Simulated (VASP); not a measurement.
# Al4H (R-3m) in VASP: phonons with PBE+D3

Aim: the phonons of Al4H with PBE+D3.

All numbers are computed with VASP 6.6.1; they aren't measurements. Logs are shortened: lines on timing, memory, paths and dates and some standing lists are left out, and cuts for length are marked.

### Step 1. The structure

Symmetry: R-3m, No. 166, trigonal system. Conventional cell: a = 5.306 Å, b = 5.306 Å, c = 13.280 Å, α = 90.00°, β = 90.00°, γ = 120.00°. Al (site symmetry 2/m) has 2 H at 2.65 Å and 6 Al at 2.65 to 2.69 Å as nearest neighbours. Al (site symmetry -3m) is surrounded by 6 Al at 2.69 Å. Around H (site symmetry -3m) lie 6 Al at 2.65 Å.

The cell was built by a generator and needn't be a form met in nature.

### Step 2. Phonons, PBE+D3

The input, POSCAR:

```
Al4H
5.3832
    0.492796106405      0.284516644375      0.822312007728
   -0.492796106405      0.284516644375      0.822312007728
    0.000000000000     -0.569031431119      0.822312007728
Al H
4 1
Direct
    0.5000000000      0.5000000000      0.0000000000
    0.0000000000      0.5000000000      0.5000000000
    0.5000000000      0.0000000000      0.5000000000
    0.5000000000      0.5000000000      0.5000000000
    0.0000000000      0.0000000000      0.0000000000
```

The input, INCAR.step1:

```
SYSTEM = Al4H
  PREC = Accurate
  ENCUT = 600
  EDIFF = 1E-8
  ISMEAR = 0
  SIGMA = 0.05
  LREAL = .False.
  LASPH = .True.
  NELM = 80
  ALGO = Normal
  ISIF = 3
  LWAVE = .False.
  LCHARG = .False.
  GGA = PE
  IVDW = 11
  IBRION = 2
  NSW = 40
  EDIFFG = -0.002
```

The input, INCAR.step2:

```
SYSTEM = Al4H
  PREC = Accurate
  ENCUT = 600
  EDIFF = 1E-8
  ISMEAR = 0
  SIGMA = 0.05
  LREAL = .False.
  LASPH = .True.
  NELM = 80
  ALGO = Normal
  ISIF = 2
  LWAVE = .False.
  LCHARG = .False.
  GGA = PE
  IVDW = 11
  IBRION = 6
  NFREE = 2
  POTIM = 0.015
  NSW = 1
```

The input, KPOINTS:

```
regular mesh
0
Gamma
  5 5 5
  0 0 0
```

Potentials or basis: VASP PAW PBE potentials, release 64 (Al, H).

The run is started by

```bash
$ cat potpaw_PBE.64/Al/POTCAR potpaw_PBE.64/H/POTCAR > POTCAR
$ cp INCAR.step1 INCAR
$ mpirun -np 1 vasp_std > vasp.out
$ cp CONTCAR POSCAR
$ cp INCAR.step2 INCAR
$ mpirun -np 1 vasp_std > vasp.out
```

OUTCAR:

```text
SYSTEM = Al4H
   PREC = Accurate
   ENCUT = 600
   EDIFF = 1E-8
   ISMEAR = 0
   LREAL = .False.
   LASPH = .True.
   NELM = 80
   ISIF = 2
   GGA = PE
   IVDW = 11
   IBRION = 6
   NFREE = 2
   POTIM = 0.015
   NSW = 1
 IVDW          = 11

 ion  position               nearest neighbor table
   1  0.500  0.500  0.000-   2 2.64   3 2.64   3 2.64   2 2.64   4 2.67   4 2.67
   2  0.000  0.500  0.500-   3 2.64   3 2.64   1 2.64   1 2.64   4 2.67   4 2.67
   3  0.500  0.000  0.500-   2 2.64   2 2.64   1 2.64   1 2.64   4 2.67   4 2.67
   4  0.500  0.500  0.500-   1 2.67   1 2.67   3 2.67   2 2.67   3 2.67   2 2.67
   5  0.000  0.000  0.000-

  LATTYP: Found a trigonal (rhomboedric) cell.
 ALAT       =     5.3482303665
 COS(alpha) =     0.5138080210

  Lattice vectors:

 A1 = (   2.6369314011,   1.5224366649,   4.3968565408)
 A2 = (  -2.6369314011,   1.5224366649,   4.3968565408)
 A3 = (   0.0000000000,  -3.0448634570,   4.3968565640)

Analysis of symmetry for initial positions (statically):
=====================================================================
 Subroutine PRICEL returns:
 Original cell was already a primitive cell.

 Routine SETGRP: Setting up the symmetry group for a
 trigonal (rhombohedral) supercell.

 Subroutine GETGRP returns: Found 12 space group operations
 (whereof 12 operations were pure point group operations)
 out of a pool of 12 trial point group operations.

The static configuration has the point symmetry D_3d.

Analysis of symmetry for dynamics (positions and initial velocities):
=====================================================================
 Subroutine PRICEL returns:
 Original cell was already a primitive cell.

 Routine SETGRP: Setting up the symmetry group for a
 trigonal (rhombohedral) supercell.

 Subroutine GETGRP returns: Found 12 space group operations
 (whereof 12 operations were pure point group operations)
 out of a pool of 12 trial point group operations.

The dynamic configuration has the point symmetry D_3d.

 Subroutine INISYM returns: Found 12 space group operations
 (whereof 12 operations are pure point group operations),
 and found     1 'primitive' translations

----------------------------------------------------------------------------------------

                                     Primitive cell

  volume of cell :     105.9085

  direct lattice vectors                    reciprocal lattice vectors
     2.636931401  1.522436665  4.396856541     0.189614337  0.109473866  0.075811655
    -2.636931401  1.522436665  4.396856541    -0.189614337  0.109473866  0.075811655
     0.000000000 -3.044863457  4.396856564     0.000000000 -0.218947731  0.075811901

  length of vectors
     5.348230366  5.348230366  5.348227848     0.231701384  0.231701384  0.231701431

  position of ions in fractional coordinates (direct lattice)
     0.500000000  0.500000000  0.000000000
     1.000000000  0.500000000  0.500000000
     0.500000000  1.000000000  0.500000000
     0.500000000  0.500000000  0.500000000
     0.000000000  0.000000000  0.000000000

  ion indices of the primitive-cell ions
   primitive index   ion index
                 1           1
                 2           2
                 3           3
                 4           4
                 5           5

----------------------------------------------------------------------------------------

 KPOINTS: regular mesh

Automatic generation of k-mesh.
 Grid dimensions read from file:
 generate k-points for:    5    5    5

 Generating k-lattice:

  Cartesian coordinates                     Fractional coordinates (reciprocal lattice)
     0.037922867  0.021894773  0.015162331     0.200000000  0.000000000  0.000000000
    -0.037922867  0.021894773  0.015162331     0.000000000  0.200000000  0.000000000
[... 46 lines left out ...]
   ISPIN  =      1    spin polarized calculation?
   LNONCOLLINEAR =      F non collinear calculations
   LSORBIT =      F    spin-orbit coupling
   LASPH  =      T    aspherical Exc in radial PAW
   ENCUT  =  600.0 eV  44.10 Ry    6.64 a.u.  10.68 10.68 10.68*2*pi/ulx,y,z
   NELM   =     80;   NELMIN=  2; NELMDL=  0     # of ELM steps
   EDIFF  = 0.1E-07   stopping-criterion for ELM
   LREAL  =      F    real-space projection
   EDIFFG = 0.1E-06   stopping-criterion for IOM
   NSW    =     97    number of steps for IOM
   IBRION =      6    ionic relax: 0-MD 1-quasi-New 2-CG
   NFREE  =      2    steps in history (QN), initial steepest desc. (CG)
   ISIF   =      2    stress and relaxation
   ISYM   =      2    0-nonsym 1-usesym 2-fastsym
   POTIM  = 0.0150    time-step for ionic-motion
   TEBEG  =    0.0;   TEEND  =   0.0 temperature during run
   PSTRESS=    0.0 pullay stress
   NELECT =      13.0000    total number of electrons
   NUPDOWN=      -1.0000    fix difference up-down
   EMIN   =  10.00;   EMAX   =-10.00  energy-range for DOS
   EFERMI =   0.00;   METHOD = LEGACY
   ISMEAR =     0;   SIGMA  =   0.05  broadening in eV -4-tet -1-fermi 0-gaus
   EFERMI_NEDOS =   21; number of points for ismear=-14 and -15
   IALGO  =     38    algorithm
   IMIX   =      4    mixing-type and parameters
     AMIX     =   0.40;   BMIX     =  1.00
     AMIX_MAG =   1.60;   BMIX_MAG =  1.00
  volume/ion in A,a.u.               =      21.18       142.94
  Fermi-wavevector in a.u.,A,eV,Ry     =   0.813603  1.537486  9.006368  0.661949
  Thomas-Fermi vector in A             =   1.923358
   LORBIT       =      0    0 simple, 1 ext, 2 COOP (PROOUT), +10 PAW based schemes
   GGA     = PE    functional components
   LHFCALC =     F    Hartree Fock is set to
   AEXX    =    0.0000 exact exchange contribution
   IVDW    =    11    specifies the selected vdW correction
   LEPSILON=     F    determine dielectric tensor
   LRPA    =     F    only Hartree local field effects (RPA)
 finite differences with symmetry
 non-spin polarized calculation
 Gauss-broadening in eV      SIGMA  =   0.05
  energy-cutoff  :      600.00
  volume of cell :      105.91
 maximum number of plane-waves:      3560
 NGX is ok and might be reduce to    48
   NGX = 21   NGY = 21   NGZ = 21

--------------------------------------- Ionic step        1  -------------------------------------------

 number of electron      13.0000000 magnetization

 Free energy of the ion-electron system (eV)
  ---------------------------------------------------
  ext. energy  EPLUGINS =         0.00000000
  ---------------------------------------------------
  free energy    TOTEN  =       -14.84101033 eV

  energy without entropy =      -14.83790560  energy(sigma->0) =      -14.83945796

------------------------ aborting loop because EDIFF is reached ----------------------------------------

 Edisp (eV)   -0.53785

 E8    (eV) :    -0.2920
[... 114 lines left out ...]
  FREE ENERGIE OF THE ION-ELECTRON SYSTEM (eV)
  ---------------------------------------------------
  free  energy   TOTEN  =       -15.3787282684 eV

  energy  without entropy=      -15.3756236192  energy(sigma->0) =      -15.37717594

[... ionic steps 4 to 12 ...]

--------------------------------------- Ionic step       13  -------------------------------------------

 number of electron      13.0000000 magnetization

------------------------ aborting loop because EDIFF is reached ----------------------------------------
[... 81 lines left out ...]
--------------------------------------- Ionic step       15  -------------------------------------------

 number of electron      13.0000000 magnetization

 Free energy of the ion-electron system (eV)
  ---------------------------------------------------
  ext. energy  EPLUGINS =         0.00000000
  ---------------------------------------------------
  free energy    TOTEN  =       -14.84089614 eV

  energy without entropy =      -14.83779147  energy(sigma->0) =      -14.83934381

 E-fermi :   3.3941     XC(G=0):  -8.3264

 val. band max:        3.2494195973   @ k =  -0.4000   0.2000   0.2000
 cond. band min:       3.4301289070   @ k =  -0.4000   0.4000   0.2000
 fundamental gap:      0.1807093097
 Fermi energy:         3.3941092925

 k-point     1 :       0.0000    0.0000    0.0000
  band No.  band energies     occupation
      1      -5.8254      2.00000
      2      -0.5750      2.00000
      3       0.9530      2.00000
      4       2.2444      2.00000
      5       2.2444      2.00000
      6       2.2534      2.00000
      7       2.3320      2.00000
      8       2.3320      2.00000
      9       2.8772      2.00000
     10       4.7625      0.00000
[... 268 lines left out ...]
  FREE ENERGIE OF THE ION-ELECTRON SYSTEM (eV)
  ---------------------------------------------------
  free  energy   TOTEN  =       -15.3787473498 eV

  energy  without entropy=      -15.3756426804  energy(sigma->0) =      -15.37719502

 INTERNAL STRAIN TENSORS FROM DISPLACED ATOMS
 ============================================

 INTERNAL STRAIN TENSOR FOR ION    1 for displacements in x,y,z  (eV/Angst):
          X           Y           Z          XY          YZ          ZX
  --------------------------------------------------------------------------------
  x     0.00000     0.00000     0.00000     0.00000     0.00000     0.00000
  y     0.00000     0.00000     0.00000     0.00000     0.00000     0.00000
  z     0.00000     0.00000     0.00000     0.00000     0.00000     0.00000

 INTERNAL STRAIN TENSOR FOR ION    5 for displacements in x,y,z  (eV/Angst):
          X           Y           Z          XY          YZ          ZX
  --------------------------------------------------------------------------------
  x     0.00000     0.00000     0.00000     0.00000     0.00000     0.00000
  y     0.00000     0.00000     0.00000     0.00000     0.00000     0.00000
  z     0.00000     0.00000     0.00000     0.00000     0.00000     0.00000

 Eigenvectors and eigenvalues of the dynamical matrix
 ----------------------------------------------------

   1 f  =   15.689176 THz    98.578003 2PiTHz  523.334594 cm-1    64.885191 meV
             X         Y         Z           dx          dy          dz
      0.000000  1.522437  4.396857    -0.000000    0.153192   -0.001066
     -1.318466 -0.761213  4.396857    -0.132668   -0.076596   -0.001066
      1.318466 -0.761213  4.396857     0.132668   -0.076596   -0.001066
      0.000000  0.000005  6.595285     0.000000    0.000000    0.185378
      0.000000  0.000000  0.000000    -0.000000   -0.000000   -0.946165
[... 105 lines left out ...]
  15 f/i=   21.224508 THz   133.357518 2PiTHz  707.973386 cm-1    87.777473 meV
             X         Y         Z           dx          dy          dz
      0.000000  1.522437  4.396857    -0.000000    0.047549    0.005811
     -1.318466 -0.761213  4.396857    -0.026637    0.093685   -0.002906
      1.318466 -0.761213  4.396857     0.026637    0.093685   -0.002906
      0.000000  0.000005  6.595285     0.000000   -0.044621   -0.000000
      0.000000  0.000000  0.000000     0.000000   -0.988294    0.000000

 ELASTIC MODULI CONTR FROM IONIC RELAXATION (kBar)
 Direction    XX          YY          ZZ          XY          YZ          ZX
 --------------------------------------------------------------------------------
 XX           0.0000      0.0000      0.0000      0.0000      0.0000      0.0000
 YY           0.0000      0.0000      0.0000      0.0000      0.0000      0.0000
 ZZ           0.0000      0.0000      0.0000      0.0000      0.0000      0.0000
 XY           0.0000      0.0000      0.0000      0.0000      0.0000      0.0000
 YZ           0.0000      0.0000      0.0000      0.0000      0.0000      0.0000
 ZX           0.0000      0.0000      0.0000      0.0000      0.0000      0.0000
 --------------------------------------------------------------------------------
```

Wall time 7 min (1 thread of AMD EPYC 9R14 (Zen 4), shared host); peak memory 0.37 GiB.

Results:

```yaml
Relaxed_volume: 21.18 Å³/atom
Relaxed_cell: a = 5.348 Å, b = 5.348 Å, c = 5.348 Å, α = 59.08°, β = 59.08°, γ = 59.08°
Space_group_after_relaxing_to_0.05_Å: R-3m (No. 166)
Highest_phonon_frequency_at_Γ_LO-TO_splitting_left_out: 523 cm⁻¹
Most_unstable_mode: 708i cm⁻¹
Dispersion_energy_per_atom: -0.108 eV
```

Step by step:
| step | energy change (eV) | largest force (eV/Å) | pressure (GPa) | volume (Å³) |
| --- | --- | --- | --- | --- |
| 1 | 0.0000 | 0.0000 | -0.79 | 107.92 |
| 2 | -0.0049 | 0.0000 | -0.13 | 106.25 |
| 3 | -0.0050 | 0.0000 | 0.00 | 105.96 |
| 4 | -0.0050 | 0.0000 | 0.01 | 105.92 |
| 5 | -0.0050 | 0.0000 | 0.01 | 105.91 |
| 6 | -0.0050 | 0.0000 | 0.01 | 105.91 |

Final structure:
```xyz
5
Lattice="2.6369 1.5224 4.3969 -2.6369 1.5224 4.3969 0.0000 -3.0449 4.3969" Properties=species:S:1:pos:R:3 pbc="T T T"
Al    0.0000   -1.5224    8.7937
Al   -1.3185   -0.7612    4.3969
Al   -1.3185    0.7612    8.7937
Al    0.0000    0.0000    6.5953
H     0.0000    0.0000    0.0000
```

Phonon frequencies in cm⁻¹ (negative: imaginary):
| q point | frequencies |
| --- | --- |
| (0.000, 0.000, 0.000) | -708 -708 -178 -90 -90 0 0 0 233 233 326 327 327 470 523 |

Caveat: some modes are imaginary.

### Step 3. For comparison

An earlier run on the cell as given: functional PBE; potentials or basis VASP PAW PBE potentials, release 64 (Al, H); cutoff 520 eV; k mesh 6 × 6 × 6; occupations fermi-dirac, width 0.05 eV; no spin polarisation.

- Pressure: -0.2 GPa
- Band gap on the k mesh: none (metal or under the smearing width)
